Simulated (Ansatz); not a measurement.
ZnSe

```
CELL_PARAMETERS angstrom
0.00000 2.83380 2.83380
2.83380 0.00000 2.83380
2.83380 2.83380 0.00000
ATOMIC_POSITIONS crystal
Zn 0.00000 0.00000 0.00000
Se 0.75000 0.75000 0.75000
```

Atom numbers follow the list: Zn1, Se2.

Conventional cell: a = 5.668 Å, b = 5.668 Å, c = 5.668 Å, α = 90.00°, β = 90.00°, γ = 90.00°. Around Zn (atom 1) lie 4 Se at 2.45 Å. Se (atom 2) has 4 Zn at 2.45 Å as nearest neighbours.

The cell comes from COD entry 9008857, which wasn't checked; take it as a given geometry.

Levels of theory: DFT, LDA, all-electron LAPW, scalar-relativistic (Ansatz 0.2.0); DFT, LDA, PAW with Ansatz's default frozen-core files, scalar-relativistic (Ansatz 0.2.0).

For LAPW: a Γ-centred 8×8×8 k mesh, Fermi–Dirac smearing of 0.03 eV, basis error target 1 meV/atom, no spin polarisation. PAW takes a cutoff of 420 eV at this cell (files made with PBE, cores remade for this functional). The Ansatz runs share mesh, smearing and spin set-up. Values come from LAPW unless marked.

```json
{"Löwdin charges (with 0.22 e of the cell spilling out of the atomic basis, so their sizes and signs hang on that basis)": "Zn1 1.21, Se2 -0.99 e", "Band gap": "1.03 eV, direct at Γ", "Volume per atom": "22.76 Å³"}
```

(1) Predict this quantity. Pressure at this cell.

(2) Bader charges (from the PAW run): what does the calculation give?

Results:

(1) -33.7 kbar.

(2) Zn1 +0.68, Se2 -0.68 e.
